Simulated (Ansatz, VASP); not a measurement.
# KCl (Sylvite) in two plane-wave programs

Wanted: the spread between two codes on one cell, functional and k mesh.

Calculated with Ansatz 0.2.0; plane waves, with VASP 6.6.1 beside it; single point at PBEsol and single point at r2SCAN.

### 1. Set-up

It takes space group Fm-3m (No. 225, cubic). The conventional cell has a = 6.279 Å, b = 6.279 Å, c = 6.279 Å, α = 90.00°, β = 90.00°, γ = 90.00°. Nearest to K lie 6 Cl at 3.14 Å. Nearest to Cl lie 6 K at 3.14 Å. Farther neighbours and most contacts between anions are not listed.

As a file:

```
K Cl
1.0
     0.00000    3.13940    3.13940
     3.13940    0.00000    3.13940
     3.13940    3.13940    0.00000
K Cl
1 1
Direct
  0.00000 0.00000 0.00000
  0.50000 0.50000 0.50000
```

### 2. VASP: single point, PBEsol

A single point gives forces, pressure and levels at one fixed geometry, so differences don't come from the geometry; what else differs is listed under the comparison.

Lines of VASP's logs that name or quote its potential files are left out, and so is its time.

The input, INCAR:

```
SYSTEM = KCl
PREC = Accurate
ENCUT = 400
EDIFF = 1E-05
NELM = 100
ISMEAR = 0
SIGMA = 0.05
LREAL = .FALSE.
ALGO = Normal
GGA = PS
NBANDS = 14
LORBIT = 11
LWAVE = .FALSE.
LCHARG = .FALSE.
KPAR = 4
```

The input, POSCAR:

```
KCl
1.0
    0.0000000000      3.1394000000      3.1394000000
    3.1394000000      0.0000000000      3.1394000000
    3.1394000000      3.1394000000      0.0000000000
K Cl
1 1
Direct
    0.0000000000      0.0000000000      0.0000000000
    0.5000000000      0.5000000000      0.5000000000
```

The input, KPOINTS:

```
Automatic mesh
0
Gamma
6 6 6
0 0 0
```

The projector-augmented-wave data sets are K_sv and Cl (PBE family, release 64).

The run is started by

```console
> mpirun -np 4 vasp_std
```

Numbers of over 12 decimals in the logs are rounded to 6 here.

Log:

```text
[banner, memory and clock lines left out]
running    4 mpi-ranks, on    1 nodes
 distrk:  each k-point on    1 cores,    4 groups
 distr:  one band on    1 cores,    1 groups

 POSCAR found type information on POSCAR K Cl
 POSCAR found :  2 types and       2 ions
|                                                                             |
|               ----> ADVICE to this user running VASP <----                  |
|                                                                             |
|     You enforced a specific xc type in the INCAR file but a different       |
|     [... a line on the potential file left out ...]
|     I HOPE YOU KNOW WHAT YOU ARE DOING!                                     |
|                                                                             |

 LDA part: xc-table for (Slater+PW92), standard interpolation
 POSCAR, INCAR and KPOINTS ok, starting setup
 FFT: planning ... GRIDC
 FFT: planning ... GRID_SOFT
 FFT: planning ... GRID
 WAVECAR not read
 entering main loop
       N       E                     dE             d eps       ncg     rms          rms(c)
DAV:   1     0.882601509961E+02    0.88260E+02   -0.62188E+03   448   0.840E+02
DAV:   2    -0.184106124295E+01   -0.90101E+02   -0.84211E+02   596   0.223E+02
DAV:   3    -0.709836409194E+01   -0.52573E+01   -0.52315E+01   598   0.495E+01
DAV:   4    -0.727013773017E+01   -0.17177E+00   -0.17174E+00   704   0.848E+00
DAV:   5    -0.727142903533E+01   -0.12913E-02   -0.12913E-02   610   0.811E-01    0.325E+00
DAV:   6    -0.702596684782E+01    0.24546E+00   -0.38795E-01   538   0.338E+00    0.267E+00
DAV:   7    -0.701225768204E+01    0.13709E-01   -0.89801E-02   586   0.177E+00    0.154E+00
DAV:   8    -0.702233088836E+01   -0.10073E-01   -0.16357E-02   594   0.960E-01    0.194E-01
DAV:   9    -0.702287399491E+01   -0.54311E-03   -0.95154E-04   592   0.193E-01    0.966E-02
DAV:  10    -0.702344142590E+01   -0.56743E-03   -0.55530E-04   460   0.154E-01    0.225E-02
DAV:  11    -0.702345483434E+01   -0.13408E-04   -0.24291E-05   602   0.297E-02    0.138E-02
DAV:  12    -0.702345833743E+01   -0.35031E-05   -0.79351E-06   370   0.174E-02
   1 F= -.70234583E+01 E0= -.70234583E+01  d E =-.751219E-13
```

Parts of OUTCAR (step 2):

```text
ion  position               nearest neighbor table
   1  0.000  0.000  0.000-   2 3.14   2 3.14   2 3.14   2 3.14   2 3.14   2 3.14
   2  0.500  0.500  0.500-   1 3.14   1 3.14   1 3.14   1 3.14   1 3.14   1 3.14

  LATTYP: Found a face centered cubic cell.
 ALAT       =     6.2788000000

 Subroutine GETGRP returns: Found 48 space group operations
 (whereof 48 operations were pure point group operations)

The static configuration has the point symmetry O_h .

 Found     16 irreducible k-points:

   k-points           NKPTS =     16   k-points in BZ     NKDIM =     16   number of bands    NBANDS=     14

   dimension x,y,z NGX =    30 NGY =   30 NGZ =   30
   dimension x,y,z NGXF=    60 NGYF=   60 NGZF=   60

   ENCUT  =  400.0 eV  29.40 Ry    5.42 a.u.   7.24  7.24  7.24*2*pi/ulx,y,z

   NELECT =      16.0000    total number of electrons

 k-points in reciprocal lattice and weights: Automatic mesh
   0.00000000  0.00000000  0.00000000       0.005
   0.16666667  0.00000000  0.00000000       0.037
   0.33333333  0.00000000  0.00000000       0.037
   0.50000000  0.00000000  0.00000000       0.019
   0.16666667  0.16666667  0.00000000       0.028
   0.33333333  0.16666667  0.00000000       0.111
   0.50000000  0.16666667  0.00000000       0.111
  -0.33333333  0.16666667  0.00000000       0.111
  -0.16666667  0.16666667  0.00000000       0.056
[...]
-0.33333333  0.33333333  0.16666667       0.111
  -0.33333333  0.50000000  0.16666667       0.056

 average (electrostatic) potential at core
       1 -36.0918       2 -94.5005

 E-fermi :  -1.6414

 k-point     1 :       0.0000    0.0000    0.0000
  band No.  band energies     occupation
    ...
      4     -12.4334      2.00000
      5     -12.4334      2.00000
      6      -1.8779      2.00000
      7      -1.8779      2.00000
      8      -1.8779      2.00000
      9       3.1640      0.00000
     10       6.4177      0.00000
     11       6.4177      0.00000
     12       6.4177      0.00000
     13       7.3083      0.00000
    ...

 k-point     2 :       0.1667    0.0000    0.0000
  band No.  band energies     occupation
    ...
      4     -12.4359      2.00000
      5     -12.3686      2.00000
      6      -2.2076      2.00000
      7      -1.9675      2.00000
      8      -1.9675      2.00000
      9       3.8113      0.00000
     10       6.2294      0.00000
     11       6.7678      0.00000
     12       6.7678      0.00000
     13       7.6880      0.00000
    ...

 k-point     3 :       0.3333    0.0000    0.0000
  band No.  band energies     occupation
    ...
      4     -12.4408      2.00000
      5     -12.2483      2.00000
      6      -2.7452      2.00000
      7      -2.1369      2.00000
      8      -2.1369      2.00000
      9       5.0411      0.00000
     10       6.2883      0.00000
     11       7.7192      0.00000
     12       7.7192      0.00000
     13       8.6465      0.00000
    ...

  Total       -0.0965557     -0.0965557     -0.0965557     -0.0000000      0.0000000     -0.0000000
  in kB       -2.4998757     -2.4998757     -2.4998757     -0.0000000      0.0000000     -0.0000000
  external PRESSURE =      -2.4998757 kB  Pullay stress =       0.0000000 kB

  energy-cutoff  :      400.00
  volume of cell :       61.88
      direct lattice vectors                 reciprocal lattice vectors
     0.000000000  3.139400000  3.139400000    -0.159266102  0.159266102  0.159266102
     3.139400000  0.000000000  3.139400000     0.159266102 -0.159266102  0.159266102
     3.139400000  3.139400000  0.000000000     0.159266102  0.159266102 -0.159266102

 POSITION                                       TOTAL-FORCE (eV/Angst)
 -----------------------------------------------------------------------------------
      0.00000      0.00000      0.00000        -0.000000      0.000000     -0.000000
      3.13940      3.13940      3.13940         0.000000     -0.000000      0.000000
 -----------------------------------------------------------------------------------
    total drift:                                0.000000      0.000000      0.000000

  FREE ENERGIE OF THE ION-ELECTRON SYSTEM (eV)
  ---------------------------------------------------
  free  energy   TOTEN  =        -7.0234583374 eV

  energy  without entropy=       -7.0234583374  energy(sigma->0) =       -7.02345834

 total charge
# of ion       s       p       d       tot
------------------------------------------
    1        1.956   5.568   0.026   7.550
    2        1.578   3.539   0.000   5.117
--------------------------------------------------
tot          3.534   9.107   0.026  12.667

[... 3 further parts left out ...]
```

The run ends at a pressure of -0.25 GPa.

### 3. Ansatz: single point, PBEsol

Ansatz runs on its default PAW (the set named soft_2) files.

The same cell, functional, mesh and smearing now go to Ansatz, which takes its cutoff from its data sets.

The input, input.yaml:

```yaml
crystal:
  lattice:
    - [0.0, 3.1394, 3.1394]
    - [3.1394, 0.0, 3.1394]
    - [3.1394, 3.1394, 0.0]
  atoms:
    - { symbol: K, position: [0.0, 0.0, 0.0] }
    - { symbol: Cl, position: [0.5, 0.5, 0.5] }
hamiltonian:
  xc: pbesol
  pseudopotentials: { kind: paw }
kpoints:
  mp_grid: { grid: [6, 6, 6] }
scf:
  occupations: { method: gaussian, width: 0.05 }
  n_extra_bands: 4
output:
  forces: true
  stress: true
  eigenvalues: true
```

The run is started by

```console
> ansatz run input.yaml --threads 2 --pin off --max-ram 4608MiB --backend cpu --events-out ev --progress --plain --runs-dir out
```

Log:

```text
scf.n_extra_bands = 4 over 8 filled bands (N_el = 16.0): the run solves 12 bands
Engine: ansatz 0.2.0, aarch64-unknown-linux-gnu
Pseudopotentials: kind: paw
Pseudopotential: K, paw, valence charge 9, recommended cutoff 420 eV (normal), K.paw.azcp
Pseudopotential: Cl, paw, valence charge 7, recommended cutoff 420 eV (normal), Cl.paw.azcp
Functional definition: PBEsol
  exchange = pbesol_x
  correlation = pbesol_c
Crystal: 2 atoms, lattice volume = 61.883 Å³
Basis set: ecut = 420 eV, 1243 PW (Γ), exchange–correlation on 60×60×60 points (8 copies of the dense FFT grid, shifted against one another)
Bands: 12, of which v1, the nominal top of the filled ones, is band 8 counted from 1 (7 counted from 0)
Symmetry: 48 space group operations
Space group: Fm-3m (ITA 225), of the structure as read, at distance tolerance 4.0e-5 Å
k-points: 16 of 216
Non-local potential: K, projectors of the file, l = 0: 3, l = 1: 2, l = 2: 2
Non-local potential: Cl, projectors of the file, l = 0: 2, l = 1: 2, l = 2: 2
PAW form: soft (Blöchl's): semilocal exchange-correlation on the pseudo side does not see the compensation charge
PAW frozen core: K, regenerated for the run's functional, and the local potential with it (the file was generated under x = pbe(κ = 0.804, μ = 0.219515), c = pbe(β = 0.066725))
PAW frozen core: Cl, regenerated for the run's functional, and the local potential with it (the file was generated under x = pbe(κ = 0.804, μ = 0.219515), c = pbe(β = 0.066725))
PAW one-centre angular grid: K, 110 points (default); XC on 64 Gauss nodes
PAW one-centre angular grid: Cl, 110 points (default); XC on 64 Gauss nodes
Initial density: superposition of atomic densities (neutral atoms: chi_scale 0, normalization atom), corrected by the library's trained network
Initial wavefunctions: pseudopotential atomic-orbital guess
Functional: x = pbesol(κ = 0.804, μ = 0.123457), c = pbesol(β = 0.046)
SCF iter   1: F=—  HF=-2580.743268 eV  |F-HF|=—  |Δ(HF+E_count)|=         —  Δρ=3.09e-3  dr2=8.01e-3  ethr=1.77e-3  ⟨swp⟩=5.9  Hψ=1200  notcnv=0
preconditioner: auto → none  [insulator: Δε(μ)=4.982 eV  Ē_g=15.118 eV  σ=0.050 eV  W_gap=1.00  n_scr=14 (ndim 8)  ℏωp=17.7 eV  f_vac=0.077  D(μ)=0.00/eV (n_scr^D=0)  ε∞_Penn≈2.4]
SCF iter   2: F=—  HF=-2580.740250 eV  |F-HF|=—  |Δ(HF+E_count)|=   3.02e-3  Δρ=9.86e-4  dr2=2.98e-4  ethr=5.01e-5  ⟨swp⟩=2.2  Hψ=400  notcnv=0
SCF iter   3: F=—  HF=-2580.740195 eV  |F-HF|=—  |Δ(HF+E_count)|=   5.48e-5  Δρ=3.92e-4  dr2=4.49e-5  ethr=1.86e-6  ⟨swp⟩=2.6  Hψ=312  notcnv=0
SCF iter   4: F=—  HF=-2580.740195 eV  |F-HF|=—  |Δ(HF+E_count)|=   5.38e-8  Δρ=7.12e-5  dr2=1.28e-6  ethr=2.81e-7  ⟨swp⟩=1.9  Hψ=282  notcnv=0
iter 5 did not close the SCF: its close was put off for the readings that it lacked (scf_convergence_deferred on its scf_iter line)
SCF iter   5: F=-2580.740195 eV  HF=-2580.740195 eV  |F-HF|=1.31e-8  |Δ(HF+E_count)|=   2.64e-7  Δρ=5.17e-6  dr2=9.62e-9  ethr=8.01e-9  ⟨swp⟩=2.5  Hψ=302  notcnv=0
SCF iter   6: F=-2580.740195 eV  HF=-2580.740195 eV  |F-HF|=4.12e-10  |Δ(HF+E_count)|=   1.62e-8  Δρ=1.00e-6  dr2=6.30e-10  ethr=6.01e-11  ⟨swp⟩=2.0  Hψ=633  notcnv=0
SCF 1 converged in 6 iterations: F = -2580.740195 eV  dr2 = 6.30e-10
  greatest PAW one-centre occupation: 0.987 electrons in one spin orbital (limit 2), on the K atom at site 0 (counted from 0), in its partial waves of l = 0
SCF converged after 6 iterations
Free energy (F): -2580.740195 eV
Harris-Foulkes:  -2580.740195 eV  (|F-HF|=4.12e-10)
Internal energy: -2580.740195 eV  (E = F + TS)
E sigma→0 (E₀):  -2580.740195 eV
Fermi energy:    3.355660 eV
--- Per-component energies (eV) ---
  E_band       = -131.032711
  E_kinetic    = 415.247622
  E_local      = -831.882166  (includes V_loc(G=0)·N_el)
  E_nonlocal   = 42.400944
  E_hartree    = 277.785950
  E_xc         = -239.943113
  E_vxc        = -285.671102  (∫ρ·V_xc dr)
  E_paw        = -1403.625699  (= ΣΔE_a)
  E_vpaw       = -26.699501  (= ΣTr[D̂ρ^β])
  E_aug_tail   = 0.000089  (compensation charges beyond the density's cutoff)
  E_ewald      = -840.910139
  E_core_change = 0.186317  (= ΣΔE_core)
  E_smearing   = -0.000000  (= −TS)
  E_closure    = -0.000000  (closes the sum)
  Σ components = -2580.740195   (vs F -2580.740195, Δ=0.00e0)
--- Forces (eV/Å), atoms counted from 1 ---
  atom   1  K     -0.00000000     0.00000000    -0.00000000
  atom   2  Cl     0.00000000    -0.00000000    -0.00000000
  max |Σ_I F_I| component: 8.05e-30 eV/Å
--- Stress (GPa, compression-positive) ---
       -0.297133      -0.000000      -0.000000
       -0.000000      -0.297133       0.000000
        0.000000      -0.000000      -0.297133
  P = ⅓ Tr σ = -0.2971 GPa (-2.971 kbar)
--- Band table (eV; the first three rows and the last of 16) ---
  k-point 0: bands = [... 4 lower, -9.7220, 0.8315, 0.8315, 0.8315, 5.8793, 9.1111, 9.1111, 9.1111]
  k-point 1: bands = [... 4 lower, -9.6573, 0.5027, 0.7418, 0.7418, 6.5257, 8.9259, 9.4584, 9.4584]
  k-point 2: bands = [... 4 lower, -9.5373, -0.0338, 0.5724, 0.5724, 7.7501, 8.9919, 10.4012, 10.4012]
  k-point 15: bands = [... 4 lower, -9.6686, 0.2410, 0.3924, 0.4614, 7.9535, 9.6372, 9.8146, 10.9233]
```

The job ended after 1 s (2 threads of Arm Neoverse N1, shared host; peak memory 0.28 GiB; 1.7 s of CPU time).

The run ends at a pressure of -0.30 GPa.

### 4. Differences

Known differences besides the potentials themselves: the cutoff is 420 eV in Ansatz and 400 eV in VASP; Ansatz makes its cores anew for this functional, VASP keeps those of its PBE data sets; VASP leaves aspherical gradient terms in its spheres out (LASPH is not set), Ansatz keeps them. Total energies have different zeros and are not compared.

The two programs side by side:

```
              quantity  Ansatz   VASP  difference
        pressure (GPa)   -0.30  -0.25       -0.05
gap on the k mesh (eV)   5.048  5.042      +0.006
```

A gap on the mesh is an upper bound, since the band edges may lie between its points.

### 5. Other set-ups

Further runs change the set-up of one program: Ansatz's method, potentials or start, or VASP's data sets, cutoff or form of LDA. The table gives Ansatz less VASP for each quantity, since a change that brings one quantity closer may part another.

```
                              run  pressure (GPa)  gap on the k mesh (eV)
                         as above          -0.047                  0.0058
Ansatz's all-electron LAPW method          -0.049                  0.0058
```

### 6. VASP: single point, r2SCAN, volume scaled by 0.985

A single point gives forces, pressure and levels at one fixed geometry, so differences don't come from the geometry; what else differs is listed under the comparison. The cell compared in this pair holds 61.26 Å³, against 61.88 Å³ for the pair before.

The input asks for a relaxation, which ended at its first step since no free force or stress exceeded the threshold; so it serves as a single point.

The input, INCAR:

```
SYSTEM = KCl
PREC = Accurate
ENCUT = 500
EDIFF = 1E-06
NELM = 100
ISMEAR = 0
SIGMA = 0.03
LREAL = .FALSE.
ALGO = Normal
METAGGA = R2SCAN
LASPH = .TRUE.
NBANDS = 14
LORBIT = 11
LWAVE = .FALSE.
LCHARG = .FALSE.
KPAR = 4
IBRION = 2
NSW = 30
ISIF = 4
EDIFFG = -0.01
```

The input, POSCAR:

```
KCl
1.0
    0.0000000000      3.1287753979      3.1287753979
    3.1287753979      0.0000000000      3.1287753979
    3.1287753979      3.1287753979      0.0000000000
K Cl
1 1
Direct
    0.0000000000      0.0000000000      0.0000000000
    0.5000000000      0.5000000000      0.5000000000
```

KPOINTS is that of step 2.

The run is started by

```console
> mpirun -np 4 vasp_std
```

Log:

```text
[banner, memory and clock lines left out]
running    4 mpi-ranks, on    1 nodes
[...]
[... a notice as in an earlier step ...]

 LDA part: xc-table for (None), standard interpolation
 POSCAR, INCAR and KPOINTS ok, starting setup
[...]
entering main loop
       N       E                     dE             d eps       ncg     rms          rms(c)
DAV:   1     0.879640126471E+02    0.87964E+02   -0.71275E+03   448   0.101E+03
DAV:   2    -0.141744199324E+02   -0.10214E+03   -0.94101E+02   576   0.261E+02
DAV:   3    -0.203879372243E+02   -0.62135E+01   -0.61659E+01   616   0.546E+01
DAV:   4    -0.206937819797E+02   -0.30584E+00   -0.30569E+00   700   0.111E+01
[...]
DAV:  10    -0.165044398059E+02   -0.41871E-03   -0.46286E-04   600   0.155E-01    0.433E-02
DAV:  11    -0.165045441826E+02   -0.10438E-03   -0.14967E-04   460   0.121E-01    0.507E-03
DAV:  12    -0.165045445977E+02   -0.41503E-06   -0.54421E-06   612   0.191E-02
   1 F= -.16504545E+02 E0= -.16504545E+02  d E =-.165045E+02
[...]
reached required accuracy - stopping structural energy minimisation
```

From OUTCAR (step 6):

```text
  Total        0.1157693      0.1157693      0.1157693     -0.0000000      0.0000000     -0.0000000
  in kB        3.0279646      3.0279646      3.0279646     -0.0000000      0.0000000     -0.0000000
  external PRESSURE =       3.0279646 kB  Pullay stress =       0.0000000 kB

 POSITION                                       TOTAL-FORCE (eV/Angst)
 -----------------------------------------------------------------------------------
      0.00000      0.00000      0.00000         0.000000      0.000000      0.000000
      3.12878      3.12878      3.12878        -0.000000     -0.000000     -0.000000
 -----------------------------------------------------------------------------------
    total drift:                                0.000000     -0.000000     -0.000000

  FREE ENERGIE OF THE ION-ELECTRON SYSTEM (eV)
  ---------------------------------------------------
  free  energy   TOTEN  =       -16.5045445977 eV

  energy  without entropy=      -16.5045445977  energy(sigma->0) =      -16.50454460

 reached required accuracy - stopping structural energy minimisation

[... 1 part as in an earlier step ...]

[... 2 further parts left out ...]
[key lines of the parts left out:]
E-fermi :  -2.0278
```

### 7. Ansatz: single point, r2SCAN, volume scaled by 0.985

The same cell, functional, mesh and smearing now go to Ansatz, which takes its cutoff from its data sets.

The cell is a member of a volume series, scaled by 0.985 from a relaxed one, so a pressure remains.

input.yaml, the sections that differ from step 3:

```yaml
crystal:
  lattice:
    - [0.0, 3.1287754, 3.1287754]
    - [3.1287754, 0.0, 3.1287754]
    - [3.1287754, 3.1287754, 0.0]
  atoms:
    - { symbol: K, position: [0.0, 0.0, 0.0] }
    - { symbol: Cl, position: [0.5, 0.5, 0.5] }
hamiltonian:
  xc: r2scan
  pseudopotentials: { kind: paw }
scf:
  occupations: { method: gaussian, width: 0.03 }
  n_extra_bands: 4
# kpoints, output: as in step 3
```

The run is started by

```console
> ansatz run input.yaml --threads 2 --pin off --max-ram 4608MiB --backend cpu --events-out ev --progress --plain --runs-dir out
```

Log:

```text
[...]
Crystal: 2 atoms, lattice volume = 61.257 Å³
Basis set: ecut = 500 eV, 1471 PW (Γ), exchange–correlation on 144×144×144 points (64 copies of the dense FFT grid, shifted against one another)
Bands: 12, of which v1, the nominal top of the filled ones, is band 8 counted from 1 (7 counted from 0)
Symmetry: 48 space group operations
[...]
k-points: 16 of 216
[...]
P = ⅓ Tr σ = 0.3390 GPa (3.390 kbar)
--- Band table (eV; the first three rows and the last of 16) ---
  k-point 0: bands = [... 4 lower, -10.2980, 0.5478, 0.5478, 0.5478, 6.4342, 9.5677, 9.5677, 9.5677]
  k-point 1: bands = [... 4 lower, -10.2386, 0.2317, 0.4591, 0.4591, 7.0787, 9.3552, 9.9307, 9.9307]
  k-point 2: bands = [... 4 lower, -10.1259, -0.2983, 0.2909, 0.2909, 8.2692, 9.4483, 10.9206, 10.9206]
  k-point 15: bands = [... 4 lower, -10.2501, -0.0403, 0.1151, 0.1800, 8.3190, 10.1001, 10.5683, 11.6598]
[key lines of the parts left out:]
SCF converged after 6 iterations
Free energy (F): -2630.472022 eV
Fermi energy:    3.491083 eV
```

Run time: 2.9 s. Hardware: 2 threads; peak memory 0.48 GiB.

The run ends at a pressure of 0.34 GPa.

(Part 1 of 2 ends here.)

[Lines on the potential files, build, host, timing and source positions are cut from VASP's logs without a mark.]

[Logs are printed without paths, hosts, clocks, repeated set-up lines and the standing remarks that a program may print on its own settings, such as how far it seeks lower states.]

[Hosts, paths, dates, database ids (printed as entryN), source tags and the programs' standing remarks are cut or masked in the printed files.]
